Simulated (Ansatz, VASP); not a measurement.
**One calculation of AlRu, two programs**

```xyz
2
Lattice="2.9916 0.0598 0.0000 0.0598 2.9916 0.0000 0.0000 0.0000 2.9916" Properties=species:S:1:pos:R:3 pbc="T T T"
Ru    1.5257    1.5257    1.4958
Al    0.0000    0.0000    0.0000
```

Alike in both runs: task single point; functional PBE; k mesh 8 × 8 × 8; occupations fermi-dirac, width 0.05 eV; no spin polarisation.

|  | VASP | Ansatz |
| --- | --- | --- |
| version | VASP 6.6.1 | Ansatz 0.2.0 |
| potentials or method | VASP PAW PBE potentials, release 64 (Ru_pv, Al) | Ansatz PAW |
| plane-wave cutoff (eV) | 520 | 420 |
| valence electrons in the cell | 17 | 19 |

Ansatz gave:

| Property | Result |
| --- | --- |
| gap on the k mesh at the Fermi level (eV) | none |
| pressure (GPa) | 3.3 |
| largest component of the traceless stress (GPa) | 5.14 |

Problem. What did VASP give for the same quantities?

Solution. gap on the k mesh at the Fermi level (eV): none; pressure (GPa): 3.2; largest component of the traceless stress (GPa): 5.15.

A gap of «none» marks a metal or a gap that the smearing closes. The functional is the same, so the differences come from potentials, cutoffs and numerics. The two sets of potentials don't hold the same shells in valence.
